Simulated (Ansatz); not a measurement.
MoSi2: how the free axis answers a strain

MoSi2, I4/mmm, a = 3.217 Å, c = 7.873 Å. Ansatz: PBE, PAW, 420 eV, Γ-centred 12×12×6 mesh on 6 atoms, Gaussian smearing 0.10 eV; no spin polarisation. Series: uniaxial strain along a, with b, c and atoms relaxed; x is the strain in per cent. y is the change of c in per cent of 7.873 Å.

```
x (%) y (%)
 -4.5   0.67
 -3.0   0.43
 -1.5   0.20
  0.0   0.00
  1.5  -0.20
  3.0      ?
  4.5  -0.55
```

Question: Fit y = c1 x + c2 x² to the other rows, say what c1 measures, and predict the missing y.

Answer: Least squares on the rows shown. y = −0.1352 x + 0.002907 x². So −c1 = 0.135 is Poisson's ratio for this pair of axes. Along b the same runs (not shown) give 0.26. At x = 3.0 the fit asked for gives -0.38 %. The run gave -0.38 %, the same to the digits shown.